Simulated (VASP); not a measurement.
# GaAs (F-43m) in VASP: notebook

Runs on GaAs. Level: PBE. Tasks: relaxation of cell and atoms.

Everything below comes from runs of VASP 6.6.1. Logs are shortened: lines on timing, memory, paths and dates and some standing lists are left out, and cuts for length are marked.

## Step 1: The crystal as given

Symmetry: F-43m, No. 216, cubic system. Conventional cell: a = 5.654 Å, b = 5.654 Å, c = 5.654 Å, α = 90.00°, β = 90.00°, γ = 90.00°. Around Ga (site symmetry -43m) lie 4 As at 2.45 Å. As (site symmetry -43m) has 4 Ga at 2.45 Å as nearest neighbours.

## Step 2: Relaxation of cell and atoms, PBE

INCAR reads:

```
PREC = Accurate
ENCUT = 520
EDIFF = 1E-7
ISMEAR = 0
SIGMA = 0.02
LREAL = False
LASPH = True
NELM = 60
ALGO = Normal
ISIF = 3
LWAVE = False
LCHARG = False
GGA = PE
IBRION = 2
NSW = 80
EDIFFG = -0.002
```

KPOINTS reads:

```
regular mesh
0
Gamma
  4 4 4
```

POSCAR reads:

```
GaAs
1.0
    0.0000000000      2.8268500000      2.8268500000
    2.8268500000      0.0000000000      2.8268500000
    2.8268500000      2.8268500000      0.0000000000
Ga As
1 1
Direct
    0.0000000000      0.0000000000      0.0000000000
    0.2500000000      0.2500000000      0.2500000000
```

Potentials or basis: VASP PAW PBE potentials, release 64 (Ga_d, As).

Run with:

```bash
> cat potpaw_PBE.64/Ga_d/POTCAR potpaw_PBE.64/As/POTCAR > POTCAR
> mpirun -np 1 vasp_std > vasp.out
```

OUTCAR:

```text
PREC = Accurate
   ENCUT = 520
   EDIFF = 1E-7
   ISMEAR = 0
   LREAL = False
   LASPH = True
   NELM = 60
   ISIF = 3
   GGA = PE
   IBRION = 2
   NSW = 80
   EDIFFG = -0.002

 ion  position               nearest neighbor table
   1  0.000  0.000  0.000-   2 2.45   2 2.45   2 2.45   2 2.45
   2  0.250  0.250  0.250-   1 2.45   1 2.45   1 2.45   1 2.45

  LATTYP: Found a face centered cubic cell.
 ALAT       =     5.6537000000

  Lattice vectors:

 A1 = (   0.0000000000,   2.8268500000,   2.8268500000)
 A2 = (   2.8268500000,   0.0000000000,   2.8268500000)
 A3 = (   2.8268500000,   2.8268500000,   0.0000000000)

Analysis of symmetry for initial positions (statically):
=====================================================================
 Subroutine PRICEL returns:
 Original cell was already a primitive cell.

 Routine SETGRP: Setting up the symmetry group for a
 face centered cubic supercell.

 Subroutine GETGRP returns: Found 24 space group operations
 (whereof 24 operations were pure point group operations)
 out of a pool of 48 trial point group operations.

The static configuration has the point symmetry T_d .

Analysis of symmetry for dynamics (positions and initial velocities):
=====================================================================
 Subroutine PRICEL returns:
 Original cell was already a primitive cell.

 Routine SETGRP: Setting up the symmetry group for a
 face centered cubic supercell.

 Subroutine GETGRP returns: Found 24 space group operations
 (whereof 24 operations were pure point group operations)
 out of a pool of 48 trial point group operations.

The dynamic configuration has the point symmetry T_d .

 Subroutine INISYM returns: Found 24 space group operations
 (whereof 24 operations are pure point group operations),
 and found     1 'primitive' translations

----------------------------------------------------------------------------------------

                                     Primitive cell

  volume of cell :      45.1792

  direct lattice vectors                    reciprocal lattice vectors
     0.000000000  2.826850000  2.826850000    -0.176875321  0.176875321  0.176875321
     2.826850000  0.000000000  2.826850000     0.176875321 -0.176875321  0.176875321
     2.826850000  2.826850000  0.000000000     0.176875321  0.176875321 -0.176875321

  length of vectors
     3.997769609  3.997769609  3.997769609     0.306357042  0.306357042  0.306357042

  position of ions in fractional coordinates (direct lattice)
     0.000000000  0.000000000  0.000000000
     0.250000000  0.250000000  0.250000000

  ion indices of the primitive-cell ions
   primitive index   ion index
                 1           1
                 2           2

----------------------------------------------------------------------------------------

 KPOINTS: regular mesh

Automatic generation of k-mesh.
 Grid dimensions read from file:
 generate k-points for:    4    4    4

 Generating k-lattice:

  Cartesian coordinates                     Fractional coordinates (reciprocal lattice)
    -0.044218830  0.044218830  0.044218830     0.250000000  0.000000000  0.000000000
     0.044218830 -0.044218830  0.044218830     0.000000000  0.250000000  0.000000000
     0.044218830  0.044218830 -0.044218830     0.000000000  0.000000000  0.250000000

  Length of vectors
     0.076589260  0.076589260  0.076589260

  Shift w.r.t. Gamma in fractional coordinates (k-lattice)
     0.000000000  0.000000000  0.000000000

 Subroutine IBZKPT returns following result:
 ===========================================

 Found      8 irreducible k-points:

 Following reciprocal coordinates:
            Coordinates               Weight
  0.000000  0.000000  0.000000      1.000000
  0.250000  0.000000  0.000000      8.000000
  0.500000  0.000000  0.000000      4.000000
  0.250000  0.250000  0.000000      6.000000
  0.500000  0.250000  0.000000     24.000000
 -0.250000  0.250000  0.000000     12.000000
  0.500000  0.500000  0.000000      3.000000
 -0.250000  0.500000  0.250000      6.000000
   k-points           NKPTS =      8   k-points in BZ     NKDIM =      8   number of bands    NBANDS=     13
   number of dos      NEDOS =    301   number of ions     NIONS =      2
   total plane-waves  NPLWV =  27000
   dimension x,y,z NGX =    30 NGY =   30 NGZ =   30
   dimension x,y,z NGXF=    60 NGYF=   60 NGZF=   60
   ions per type =               1   1
   NGX,Y,Z   is equivalent  to a cutoff of  12.48, 12.48, 12.48 a.u.
   NGXF,Y,Z  is equivalent  to a cutoff of  24.95, 24.95, 24.95 a.u.
 SYSTEM =  unknown system
   PREC   = accura    normal or accurate (medium, high low for compatibility)
   ISTART =      0    job   : 0-new  1-cont  2-samecut
   ICHARG =      2    charge: 1-file 2-atom 10-const
   ISPIN  =      1    spin polarized calculation?
   LNONCOLLINEAR =      F non collinear calculations
   LSORBIT =      F    spin-orbit coupling
   LASPH  =      T    aspherical Exc in radial PAW
   ENCUT  =  520.0 eV  38.22 Ry    6.18 a.u.   7.43  7.43  7.43*2*pi/ulx,y,z
   NELM   =     60;   NELMIN=  2; NELMDL= -5     # of ELM steps
   EDIFF  = 0.1E-06   stopping-criterion for ELM
   LREAL  =      F    real-space projection
   EDIFFG = -.2E-02   stopping-criterion for IOM
   NSW    =     80    number of steps for IOM
   IBRION =      2    ionic relax: 0-MD 1-quasi-New 2-CG
   NFREE  =      1    steps in history (QN), initial steepest desc. (CG)
   ISIF   =      3    stress and relaxation
   ISYM   =      2    0-nonsym 1-usesym 2-fastsym
   POTIM  = 0.5000    time-step for ionic-motion
   TEBEG  =    0.0;   TEEND  =   0.0 temperature during run
   PSTRESS=    0.0 pullay stress
   NELECT =      18.0000    total number of electrons
   NUPDOWN=      -1.0000    fix difference up-down
   EMIN   =  10.00;   EMAX   =-10.00  energy-range for DOS
   EFERMI =   0.00;   METHOD = LEGACY
   ISMEAR =     0;   SIGMA  =   0.02  broadening in eV -4-tet -1-fermi 0-gaus
   EFERMI_NEDOS =   21; number of points for ismear=-14 and -15
   IALGO  =     38    algorithm
   IMIX   =      4    mixing-type and parameters
     AMIX     =   0.40;   BMIX     =  1.00
     AMIX_MAG =   1.60;   BMIX_MAG =  1.00
  volume/ion in A,a.u.               =      22.59       152.44
  Fermi-wavevector in a.u.,A,eV,Ry     =   1.204628  2.276417 19.743799  1.451128
  Thomas-Fermi vector in A             =   2.340347
   LORBIT       =      0    0 simple, 1 ext, 2 COOP (PROOUT), +10 PAW based schemes
   GGA     = PE    functional components
   LHFCALC =     F    Hartree Fock is set to
   AEXX    =    0.0000 exact exchange contribution
   IVDW    =     0    specifies the selected vdW correction
   LEPSILON=     F    determine dielectric tensor
   LRPA    =     F    only Hartree local field effects (RPA)
 conjugate gradient relaxation of ions
 non-spin polarized calculation
 Gauss-broadening in eV      SIGMA  =   0.02
  energy-cutoff  :      520.00
  volume of cell :       45.18
 maximum number of plane-waves:      1243
 NGX is ok and might be reduce to    30
   NGX = 15   NGY = 15   NGZ = 15

--------------------------------------- Ionic step        1  -------------------------------------------

 number of electron      17.9999995 magnetization

 Free energy of the ion-electron system (eV)
  ---------------------------------------------------
  ext. energy  EPLUGINS =         0.00000000
  ---------------------------------------------------
  free energy    TOTEN  =        -8.07315733 eV

  energy without entropy =       -8.07315733  energy(sigma->0) =       -8.07315733

------------------------ aborting loop because EDIFF is reached ----------------------------------------

  FORCE on cell =-STRESS in cart. coord.  units (eV):
  Direction    XX          YY          ZZ          XY          YZ          ZX
  --------------------------------------------------------------------------------------
  -------------------------------------------------------------------------------------
  Total        1.0532353      1.0532353      1.0532353      0.0000000      0.0000000     -0.0000000
  in kB       37.3506098     37.3506098     37.3506098      0.0000000      0.0000000     -0.0000000
  external PRESSURE =      37.3506098 kB  Pullay stress =       0.0000000 kB

 VOLUME and BASIS-vectors are now :
 -----------------------------------------------------------------------------
  energy-cutoff  :      520.00
  volume of cell :       45.18
      direct lattice vectors                 reciprocal lattice vectors
     0.000000000  2.826850000  2.826850000    -0.176875321  0.176875321  0.176875321
     2.826850000  0.000000000  2.826850000     0.176875321 -0.176875321  0.176875321
     2.826850000  2.826850000  0.000000000     0.176875321  0.176875321 -0.176875321

 POSITION                                       TOTAL-FORCE (eV/Angst)
 -----------------------------------------------------------------------------------
      0.00000      0.00000      0.00000         0.000000      0.000000      0.000000
      1.41342      1.41342      1.41342        -0.000000     -0.000000     -0.000000
 -----------------------------------------------------------------------------------
    total drift:                                0.000002      0.000002      0.000002

  FREE ENERGIE OF THE ION-ELECTRON SYSTEM (eV)
  ---------------------------------------------------
  free  energy   TOTEN  =        -8.0731573252 eV
[... 53 lines left out ...]
 VOLUME and BASIS-vectors are now :
 -----------------------------------------------------------------------------
  energy-cutoff  :      520.00
  volume of cell :       47.87
      direct lattice vectors                 reciprocal lattice vectors
     0.000000000  2.881837401  2.881837401    -0.173500420  0.173500420  0.173500420
     2.881837401  0.000000000  2.881837401     0.173500420 -0.173500420  0.173500420
     2.881837401  2.881837401 -0.000000000     0.173500420  0.173500420 -0.173500420

 POSITION                                       TOTAL-FORCE (eV/Angst)
 -----------------------------------------------------------------------------------
      0.00000      0.00000      0.00000        -0.000000     -0.000000     -0.000000
      1.44092      1.44092      1.44092         0.000000      0.000000      0.000000
 -----------------------------------------------------------------------------------
    total drift:                                0.000002      0.000002      0.000002

  FREE ENERGIE OF THE ION-ELECTRON SYSTEM (eV)
  ---------------------------------------------------
  free  energy   TOTEN  =        -8.1005543420 eV

  energy  without entropy=       -8.1005430328  energy(sigma->0) =       -8.10054869

--------------------------------------- Ionic step        4  -------------------------------------------

 number of electron      17.9999990 magnetization

 Free energy of the ion-electron system (eV)
  ---------------------------------------------------
  ext. energy  EPLUGINS =         0.00000000
  ---------------------------------------------------
  free energy    TOTEN  =        -8.10071064 eV

  energy without entropy =       -8.10071018  energy(sigma->0) =       -8.10071041

 E-fermi :   3.5448     XC(G=0):  -9.3187

 val. band max:        3.4892471074   @ k =   0.0000   0.0000   0.0000
 cond. band min:       3.5964150396   @ k =   0.0000   0.0000   0.0000
 fundamental gap:      0.1071679322
 Fermi energy:         3.5447609171

 k-point     1 :       0.0000    0.0000    0.0000
  band No.  band energies     occupation
      1     -11.2914      2.00000
      2     -11.2914      2.00000
      3     -11.2914      2.00000
      4     -11.2260      2.00000
      5     -11.2260      2.00000
      6      -8.8637      2.00000
      7       3.4892      1.99991
      8       3.4892      1.99991
      9       3.4892      1.99991
     10       3.5964      0.00026
     11       7.1663      0.00000
     12       7.1663      0.00000
     13       7.1663      0.00000

 k-point     2 :       0.2500    0.0000    0.0000
  band No.  band energies     occupation
      1     -11.3237      2.00000
      2     -11.2822      2.00000
      3     -11.2822      2.00000
      4     -11.2257      2.00000
      5     -11.2257      2.00000
      6      -8.2253      2.00000
      7      -0.5658      2.00000
      8       2.8565      2.00000
      9       2.8565      2.00000
     10       4.7443      0.00000
     11       7.9941      0.00000
     12       7.9941      0.00000
     13       9.1806      0.00000
[... 107 lines left out ...]
 VOLUME and BASIS-vectors are now :
 -----------------------------------------------------------------------------
  energy-cutoff  :      520.00
  volume of cell :       47.69
      direct lattice vectors                 reciprocal lattice vectors
     0.000000000  2.878218572  2.878218572    -0.173718565  0.173718565  0.173718565
     2.878218572  0.000000000  2.878218572     0.173718565 -0.173718565  0.173718565
     2.878218572  2.878218572 -0.000000000     0.173718565  0.173718565 -0.173718565

 POSITION                                       TOTAL-FORCE (eV/Angst)
 -----------------------------------------------------------------------------------
      0.00000      0.00000      0.00000        -0.000000     -0.000000      0.000000
      1.43911      1.43911      1.43911         0.000000      0.000000     -0.000000
 -----------------------------------------------------------------------------------
    total drift:                                0.000002      0.000002      0.000002

  FREE ENERGIE OF THE ION-ELECTRON SYSTEM (eV)
  ---------------------------------------------------
  free  energy   TOTEN  =        -8.1007106407 eV

  energy  without entropy=       -8.1007101788  energy(sigma->0) =       -8.10071041

 reached required accuracy - stopping structural energy minimisation
```

Run time: 25 s. Hardware: 1 thread of Intel Xeon Platinum 8259CL at 2.50GHz (Skylake/Cascade Lake), shared host; peak memory 0.17 GiB.

What came out:

```
Free energy                            : -8.1007 eV
Relaxed volume                         : 23.84 Å³/atom
Relaxed cell                           : a = 4.070 Å, b = 4.070 Å, c = 4.070 Å, α = 60.00°, β = 60.00°, γ = 60.00°
Space group after relaxing (to 0.05 Å) : F-43m (No. 216)
Energy gained by relaxing              : 13.8 meV/atom
Ionic steps                            : 4
Pressure after relaxing                : 0.0 GPa
Band gap on the k mesh                 : 0.11 eV, direct
```

Step by step:
| step | energy change (eV) | largest force (eV/Å) | pressure (GPa) | volume (Å³) |
| --- | --- | --- | --- | --- |
| 1 | 0.0000 | 0.0000 | 3.74 | 45.18 |
| 2 | -0.0252 | 0.0000 | -0.51 | 48.71 |
| 3 | -0.0274 | 0.0000 | -0.25 | 47.87 |
| 4 | -0.0276 | 0.0000 | 0.00 | 47.69 |

Final structure:
```
Ga As
1.0
     0.00000    2.87822    2.87822
     2.87822    0.00000    2.87822
     2.87822    2.87822    0.00000
Ga As
1 1
Direct
  0.00000 0.00000 0.00000
  0.25000 0.25000 0.25000
```

Levels at points of the mesh, in eV from the valence-band top:
```
           k point  band 5  band 6  band 7  band 8  band 9  band 10  band 11  band 12  band 13
(0.00, 0.00, 0.00)  -14.72  -12.35    0.00    0.00    0.00     0.11     3.68     3.68     3.68
(0.50, 0.00, 0.00)  -14.71  -10.74   -6.38   -1.07   -1.07     0.83     4.58     4.58     7.68
(0.50, 0.50, 0.00)  -14.70  -10.07   -6.60   -2.51   -2.51     1.54     1.66     9.72     9.72
```

Caveat: the k mesh is coarse (spacing up to 0.48 Å⁻¹), so the values aren't converged.

[end of part 1 of 2]
